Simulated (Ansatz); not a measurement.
Input of an Ansatz 0.2.0 run:

The input input.yaml:

```yaml
crystal:
  lattice:
    - [2.67762, 0.026595, 0.045288]
    - [-1.315778, 2.315496, -0.004713]
    - [0.084232, 0.038509, 4.91896]
  atoms:
    - { symbol: Zn, position: [0.6666666667, 0.3333333333, 0.75], spin: 0.5 }
    - { symbol: Zn, position: [0.3333333333, 0.6666666667, 0.25], spin: -0.5 }
kpoints:
  mp_grid: { grid: [11, 11, 6] }
scf:
  occupations: { method: methfessel_paxton, width: 0.01 }
hamiltonian:
  xc: lda
  pseudopotentials: { kind: all_electron, datasets: crystal }
magnetization:
  spin_polarized: true
output:
  forces: true
  stress: true
  eigenvalues: true
  efg: {}
  elf: true
  volumetric_format: npy
```

Potentials or basis: all-electron PAW datasets made for the crystal.

Run with:

```console
$ ansatz run input.yaml --threads 1 --pin off --max-ram 2560MiB --backend cpu --events-out ev --progress --plain --runs-dir out
```

Question: What does it give for the pressure?

Answer: -9.2 GPa.

Question: Predict the largest force.

Answer: 0.018 eV/Å.

Question: Estimate the absolute moment.

Answer: 0.00 μB per cell.

Forces on the atoms (eV/Å):
```
Zn  -0.018 -0.003  0.001
Zn   0.018  0.003 -0.001
```

Caveat: the starting moments weren't kept.
